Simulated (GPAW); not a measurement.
# CdTe (F-43m) in GPAW: a series of runs

Aim: see how the results for CdTe move with the level of theory and the settings. Levels: PBEsol, PBE, AM05, LDA. Tasks: band structure.

All numbers are computed with GPAW 26.7.0; they aren't measurements. Logs are shortened: lines on timing, memory, paths and dates and some standing lists are left out, and cuts for length are marked. The log counts tension as positive stress, the text compression.

**Measured values to compare with.**

A printed reference work, data compilation reports, for a bulk crystal of CdTe at 0 K: band gap 1.607 eV.

The results are compared with them further down.

### Step 1. The structure

Symmetry: F-43m, No. 216, cubic system. The conventional cell has a = 6.410 Å, b = 6.410 Å, c = 6.410 Å, α = 90.00°, β = 90.00°, γ = 90.00°. Around Te (site symmetry -43m) lie 4 Cd at 2.78 Å. Cd (site symmetry -43m) is surrounded by 4 Te at 2.78 Å.

### Step 2. Band structure, PBEsol, spin-orbit coupling, no magnetisation

File run.py:

```python
import numpy as np
from ase.dft.bandgap import bandgap
from ase.io import write
from ase.spacegroup import crystal
from ase.units import GPa
from gpaw import GPAW, PW, setup_paths
from gpaw.spinorbit import soc_eigenstates

setup_paths.insert(0, '.')

# Te 4c
# Cd 4a
atoms = crystal(['Te', 'Cd'],
                basis=[[0.25, 0.25, 0.25],
                       [0.0, 0.0, 0.0]],
                spacegroup=216, setting=1,  # F-43m
                cellpar=[6.41, 6.41, 6.41, 90.0, 90.0, 90.0],
                primitive_cell=True)

calc = GPAW(mode=PW(600),
            xc='PBEsol',
            kpts={'size': (6, 6, 6), 'gamma': True},
            occupations={'name': 'fermi-dirac', 'width': 0.05},
            nbands=18,
            convergence={'density': 1e-05, 'energy': 1e-05},
            maxiter=150,
            txt='gpaw.txt')
atoms.calc = calc
energy = atoms.get_potential_energy()
forces = atoms.get_forces()
stress = atoms.get_stress()
calc.write('gs.gpw')
write('result.traj', atoms)
print(f'Energy: {energy:.6f} eV')
print('Forces (eV/A):')
print(forces.round(4))
print('Stress (GPa):', (stress / GPa).round(3))
print('Fermi level:', round(calc.get_fermi_level(), 4), 'eV')
print(f'Gap: {bandgap(calc)[0]:.4f} eV, direct: {bandgap(calc, direct=True)[0]:.4f} eV')

path = atoms.cell.bandpath('GXWKGLUWLK,UX', npoints=80, eps=1e-4)
bs_calc = calc.fixed_density(kpts=path, symmetry='off', nbands=31,
                             convergence={'bands': 'CBM+6.0', 'eigenstates': 1e-6}, txt='bands.txt')
bs = bs_calc.band_structure()
bs.write('bs.json')
print(f'Gap on the path: {bandgap(bs_calc)[0]:.4f} eV')

soc = soc_eigenstates(bs_calc, theta=0, phi=0)
np.savetxt('soc_bands.dat', soc.eigenvalues(), fmt='%.4f')
mesh = soc_eigenstates('gs.gpw', theta=0, phi=0)
np.savetxt('soc_mesh.dat', mesh.eigenvalues(), fmt='%.4f')
print('Fermi level with spin-orbit coupling:', round(mesh.fermi_level, 4), 'eV')
```

Potentials or basis: PAW data sets generated in the run's folder for this functional, pw.

On the command line:

```console
gpaw-setup -f PBEsol Cd Te
OMP_NUM_THREADS=1 python run.py
```

gpaw.txt:

```text
__  _  _
 | _ |_)|_||  |
 |__||  | ||/\| - 26.7.0

Input parameters:
  mode=PW(ecut=600.0),
  convergence={'density': 1e-05, 'energy': 1e-05},
  kpts=MonkhorstPack(size=(6, 6, 6), gamma=True),
  maxiter=150,
  nbands=18,
  occupations=Occupations(name='fermi-dirac', width=0.05),
  xc=XC(name='PBEsol')

Diagonalizing LCAO Hamiltonian
Converting LCAO to pw mode

            Te

       Cd

Atoms  # Å, Bohr magnetons
|   | symbol |        x |        y |        z |    initial magnetic moments |
|---|--------|----------|----------|----------|-----------------------------|
| 0 |     Te | 1.602500 | 1.602500 | 1.602500 | ( 0.0000,  0.0000,  0.0000) |
| 1 |     Cd | 0.000000 | 0.000000 | 0.000000 | ( 0.0000,  0.0000,  0.0000) |

Unit cell  # Å
| periodic |        x |        y |        z |  lengths |    angles |
|----------|----------|----------|----------|----------|-----------|
|      yes | 0.000000 | 3.205000 | 3.205000 | 4.532554 | 60.000000 |
|      yes | 3.205000 | 0.000000 | 3.205000 | 4.532554 | 60.000000 |
|      yes | 3.205000 | 3.205000 | 0.000000 | 4.532554 | 60.000000 |

Number of symmetries: 24
Symmetry operations  # r_c * U_cc + t_c -> r_c
|    | kind |            matrix            |
|----|------|------------------------------|
|  0 |  E   |  1, 0, 0,  0, 1, 0,  0, 0, 1 |
|  1 |  σ   |  1, 0, 0,  0, 0, 1,  0, 1, 0 |
|  2 |  σ   |  1, 0,-1,  0, 1,-1,  0, 0,-1 |
|  3 |  C3  |  1, 0,-1,  0, 0,-1,  0, 1,-1 |
|  4 |  C3  |  1,-1, 0,  0,-1, 1,  0,-1, 0 |
|  5 |  σ   |  1,-1, 0,  0,-1, 0,  0,-1, 1 |
|  6 |  σ   |  0, 1, 0,  1, 0, 0,  0, 0, 1 |
|  7 |  C3  |  0, 1, 0,  0, 0, 1,  1, 0, 0 |
|  8 |  C2  |  0, 1,-1,  1, 0,-1,  0, 0,-1 |
|  9 |  S4  |  0, 1,-1,  0, 0,-1,  1, 0,-1 |
| 10 |  C3  |  0, 0, 1,  1, 0, 0,  0, 1, 0 |
| 11 |  σ   |  0, 0, 1,  0, 1, 0,  1, 0, 0 |
| 12 |  S4  |  0, 0,-1,  1, 0,-1,  0, 1,-1 |
| 13 |  C3  |  0, 0,-1,  0, 1,-1,  1, 0,-1 |
| 14 |  S4  |  0,-1, 1,  1,-1, 0,  0,-1, 0 |
| 15 |  C2  |  0,-1, 1,  0,-1, 0,  1,-1, 0 |
| 16 |  C3  |  0,-1, 0,  1,-1, 0,  0,-1, 1 |
| 17 |  S4  |  0,-1, 0,  0,-1, 1,  1,-1, 0 |
| 18 |  S4  | -1, 1, 0, -1, 0, 1, -1, 0, 0 |
| 19 |  C3  | -1, 1, 0, -1, 0, 0, -1, 0, 1 |
| 20 |  C3  | -1, 0, 1, -1, 1, 0, -1, 0, 0 |
| 21 |  S4  | -1, 0, 1, -1, 0, 0, -1, 1, 0 |
| 22 |  σ   | -1, 0, 0, -1, 1, 0, -1, 0, 1 |
| 23 |  C2  | -1, 0, 0, -1, 0, 1, -1, 1, 0 |

BZ-sampling:
  Number of BZ points: 216
  Number of IBZ points: 16

  Monkhorst-Pack size: [6, 6, 6]
  Monkhorst-Pack shift: [0.08333333333333333, 0.08333333333333333, 0.08333333333333333]

K-points  # in reciprocal-cell coordinates
|     |                                coordinates |     weight |
|-----|--------------------------------------------|------------|
|   0 | (  0.00000000,   0.00000000,   0.00000000) | 0.00462963 |
|   1 | (  0.16666667,   0.16666667,   0.00000000) | 0.02777778 |
|   2 | (  0.16666667,   0.16666667,   0.16666667) | 0.03703704 |
|   3 | (  0.33333333,   0.16666667,   0.16666667) | 0.05555556 |
|   4 | (  0.33333333,   0.33333333,  -0.33333333) | 0.05555556 |
|   5 | (  0.33333333,   0.33333333,   0.00000000) | 0.02777778 |
|   6 | (  0.33333333,   0.33333333,   0.16666667) | 0.11111111 |
|   7 | (  0.33333333,   0.33333333,   0.33333333) | 0.03703704 |
|   8 | (  0.50000000,   0.33333333,  -0.33333333) | 0.11111111 |
|   9 | (  0.50000000,   0.33333333,  -0.16666667) | 0.05555556 |
| ... |                                            |            |
|  15 | (  0.50000000,   0.50000000,   0.50000000) | 0.01851852 |

Plane wave coefficients: 2215
Cutoff: 600.0 eV

Spin-components: 1 (collinear spins)
Bands:           18
Projectors:      11
Spin-degeneracy: 2
Datatype:        complex128

Parallelization:
  kpt:    1
  domain: 1
  band:   1

Density:
  Valence electrons: 18.0
  Components: 1
  Grid points: [27 27 27]
  Charge: 0.0  # |e|

Potential:
  Grid points: [27 27 27]

species:
  Te:
    name:    Tellurium
    Z:       52.0
    valence: 6
    core:    46
    charge:  0.0  # [|e|]
    compensation charges:
      type: gauss
      rc: 0.36  # [Å]
      lmax: 2
    cutoffs:
      filter: 2.09  # [Å]
      core: 3.17  # [Å]
    projectors
    | kind |    occ | energy [eV] | rcut [Å] |
    |------|--------|-------------|----------|
    |   5s |  2.000 |     -15.132 |    1.180 |
    |   5p |  4.000 |      -5.970 |    1.196 |
    |    s |        |      12.080 |    1.180 |
    |    p |        |      21.241 |    1.196 |
    |    d |        |       0.000 |    1.238 |

    Using partial waves for Te as LCAO basis

  Cd:
    name:    Cadmium
    Z:       48.0
    valence: 12
    core:    36
    charge:  0.0  # [|e|]
    compensation charges:
      type: gauss
      rc: 0.38  # [Å]
      lmax: 2
    cutoffs:
      filter: 2.12  # [Å]
      core: 2.62  # [Å]
    projectors
    | kind |    occ | energy [eV] | rcut [Å] |
    |------|--------|-------------|----------|
    |   5s |  2.000 |      -5.696 |    1.191 |
    |   5p |  0.000 |      -1.145 |    1.228 |
    |   4d | 10.000 |     -11.735 |    1.164 |
    |    s |        |      21.516 |    1.191 |
    |    p |        |      26.066 |    1.228 |
    |    d |        |      15.476 |    1.164 |

    Using partial waves for Cd as LCAO basis

Reference energy: -336814.218928  # eV

eigensolver:
  PPCG
  Converge bands: occupied
  niter=2

density mixing:
  MSR1-Mixer
  Pratt-step length: 0.05
  Maximum mixing coefficient: 0.75
  Old densities: 10
  SVD Regularization: 0.005
  Good broyden scale: 1.0
  Trust region scale: 1.0
  Backstep threshold: 4.0
  History deletion threshold: 6.0
  Fourier metric: weight=20.0, sigma=0.015

occupation numbers:
  Fermi-Dirac:
    width: 0.0500  # eV

poisson solver:
  ecut: 4800.0  # eV

xc functional:
  name: PBEsol with 2 nearest neighbor stencil

convergence criteria:
- Maximum integral of absolute [dens]ity change: 1e-05 electrons / valence electron
- Maximum [total energy] change in last 3 cyles: 1e-05 eV / valence electron
- Maximum integral of absolute [eigenst]ate change: 4e-08 eV^2 / valence electron
maximum number of iterations: 150

SCF iterations
|iter     | |      energy | eigst |  dens |
|---------|-|-------------|-------|-------|
|iter:   1| |   -5.972999 | -0.36 |       |
|iter:   2| |   -5.929027 | -2.37 | -1.27 |
|iter:   3| |   -5.755704 | -1.77 | -1.31 |
|iter:   4| |   -5.752496 | -3.40 | -1.79 |
|iter:   5| |   -5.751732 | -3.83 | -2.25 |
|iter:   6| |   -5.751747 | -5.49 | -3.02 |
|iter:   7| |   -5.751749c| -6.73 | -3.60 |
|iter:   8| |   -5.751749c| -7.85c| -4.45 |
|iter:   9| |   -5.751749c| -8.48c| -5.27c|

Converged in 9 steps
Energy contributions relative to reference atoms: (reference = -336814.218928)

Energy contributions:
  Kinetic:          18.700153
  Coulomb:         -16.996175
  Zero:              0.238368
  External:          0.000000
  Xc:               -7.694091
  Entropy:          -0.000007
  Spinorbit:         0.000000
  ----------------------------
  Free energy:      -5.751753
  Extrapolated:     -5.751749

dipole moment: (-25.854012, -25.854012, -25.854012)  # |e|*Ang

Fermi level: 4.356
Eigenvalues  # (at kpt = [0.000, 0.000, 0.000])
| band index |      eig [eV] | occ [0-2] |
|------------|---------------|-----------|
|          0 |        -7.448 |     2.000 |
|          1 |        -4.385 |     2.000 |
|          2 |        -4.385 |     2.000 |
|          3 |        -4.385 |     2.000 |
|          4 |        -4.094 |     2.000 |
|          5 |        -4.094 |     2.000 |
[... 10 lines left out ...]
|         16 |        13.932 |     0.000 |
|         17 |        13.932 |     0.000 |

Gap: 0.755 eV
Transition (v -> c):
  (s=0, k=0, n=8, [0.00, 0.00, 0.00]) -> (s=0, k=0, n=9, [0.00, 0.00, 0.00])
No difference between direct/indirect transitions

Forces  # eV/Ang
|       x |       y |        z |
|---------|---------|----------|
| 0.00000 | 0.00000 |  0.00000 |  # Te   0
| 0.00000 | 0.00000 | -0.00000 |  # Cd   1

Stress tensor  # eV/Ang^3
|         x |         y |         z |
|-----------|-----------|-----------|
| -0.007965 | -0.000000 |  0.000000 |
| -0.000000 | -0.007965 |  0.000000 |
|  0.000000 |  0.000000 | -0.007965 |

# Writing to gs.gpw (mode='')
```

Run time: 2.7 min. Hardware: 1 thread of Intel Xeon at 2.50GHz (Skylake/Cascade Lake), shared host; peak memory 0.34 GiB.

Results:

| Quantity | Value |
| --- | --- |
| Free energy | -5.7518 eV |
| Pressure | 1.3 GPa |
| Band gap on the k mesh | 0.43 eV, direct |
| Band gap along the path | 0.44 eV, direct |

Levels at the corners of the path, in eV from the valence-band top:
```tsv
point	band 16	band 17	band 18	band 19	band 20	band 21
Γ	0.00	0.00	0.00	0.44	0.44	3.93
X	-2.53	-2.15	-2.15	2.10	2.10	2.28
W	-2.66	-2.63	-2.62	3.74	4.21	4.26
K	-2.95	-1.99	-1.95	2.45	2.48	4.06
Γ	0.00	0.00	0.00	0.44	0.44	3.93
L	-1.46	-0.87	-0.87	1.44	1.44	4.72
U	-2.95	-1.99	-1.95	2.45	2.48	4.06
W	-2.66	-2.63	-2.62	3.74	4.21	4.26
L	-1.46	-0.87	-0.87	1.44	1.44	4.72
K	-2.95	-1.99	-1.95	2.45	2.48	4.06
U	-2.95	-1.99	-1.95	2.45	2.48	4.06
X	-2.53	-2.15	-2.15	2.10	2.10	2.28
```

Caveat: spin-orbit coupling was added after a scalar SCF, so levels and gaps hold it while energy, forces, pressure and moments don't; this program's spin-orbit splittings come out too wide for heavy elements.

### Step 3. Band structure, PBE

File run.py:

```python
from ase import Atoms
from ase.dft.bandgap import bandgap
from ase.io import write
from gpaw import GPAW

atoms = Atoms(['Te', 'Cd'],
              cell=[[0.0, 3.205, 3.205],
                    [3.205, 0.0, 3.205],
                    [3.205, 3.205, 0.0]],
              scaled_positions=[[0.75, 0.75, 0.75],
                                [0.0, 0.0, 0.0]],
              pbc=True)

calc = GPAW(mode='lcao',
            h=0.16,
            basis='dzp',
            xc='PBE',
            kpts={'size': (6, 6, 6), 'gamma': True},
            occupations={'name': 'fermi-dirac', 'width': 0.05},
            convergence={'density': 1e-05, 'energy': 1e-05},
            maxiter=150,
            txt='gpaw.txt')
atoms.calc = calc
energy = atoms.get_potential_energy()
forces = atoms.get_forces()
calc.write('gs.gpw')
write('result.traj', atoms)
print(f'Energy: {energy:.6f} eV')
print('Forces (eV/A):')
print(forces.round(4))
print('Fermi level:', round(calc.get_fermi_level(), 4), 'eV')
print(f'Gap: {bandgap(calc)[0]:.4f} eV, direct: {bandgap(calc, direct=True)[0]:.4f} eV')

path = atoms.cell.bandpath('GXWKGLUWLK,UX', npoints=80, eps=1e-4)
bs_calc = calc.fixed_density(kpts=path, symmetry='off', txt='bands.txt')
bs = bs_calc.band_structure()
bs.write('bs.json')
print(f'Gap on the path: {bandgap(bs_calc)[0]:.4f} eV')
```

Potentials or basis: GPAW PAW data sets (gpaw-data 1.2.1), lcao:dzp.

On the command line:

```console
OMP_NUM_THREADS=1 python run.py
```

Run time: 3.2 min. Hardware: 1 thread of Intel Xeon at 2.50GHz (Skylake/Cascade Lake), shared host; peak memory 0.23 GiB.

Results (log left out):

```yaml
Free_energy: -4.2469 eV
Band_gap_on_the_k_mesh: 0.90 eV, direct
Band_gap_along_the_path: 0.90 eV, direct
```

Levels at the corners of the path, in eV from the valence-band top:
| point | band 6 | band 7 | band 8 | band 9 | band 10 | band 11 | band 12 |
| --- | --- | --- | --- | --- | --- | --- | --- |
| Γ | -7.94 | 0.00 | 0.00 | 0.00 | 0.90 | 4.82 | 4.82 |
| X | -7.47 | -4.46 | -1.98 | -1.98 | 2.78 | 2.86 | 9.64 |
| W | -7.38 | -4.34 | -2.46 | -2.35 | 4.55 | 4.82 | 6.04 |
| K | -7.42 | -4.36 | -2.72 | -1.64 | 3.06 | 4.76 | 7.79 |
| Γ | -7.94 | 0.00 | 0.00 | 0.00 | 0.90 | 4.82 | 4.82 |
| L | -7.61 | -4.63 | -0.82 | -0.82 | 1.97 | 5.52 | 5.52 |
| U | -7.42 | -4.36 | -2.72 | -1.64 | 3.06 | 4.76 | 7.79 |
| W | -7.38 | -4.34 | -2.46 | -2.35 | 4.55 | 4.82 | 6.04 |
| L | -7.61 | -4.63 | -0.82 | -0.82 | 1.97 | 5.52 | 5.52 |
| K | -7.42 | -4.36 | -2.72 | -1.64 | 3.06 | 4.76 | 7.79 |
| U | -7.42 | -4.36 | -2.72 | -1.64 | 3.06 | 4.76 | 7.79 |
| X | -7.47 | -4.46 | -1.98 | -1.98 | 2.78 | 2.86 | 9.64 |

Caveat: the real-space grid adds noise to forces; spin-orbit coupling is left out, which moves the levels of the heavy elements; the basis of atomic orbitals isn't converged, which shifts pressures, moduli and gaps.

(Part 1 of 3 ends here.)
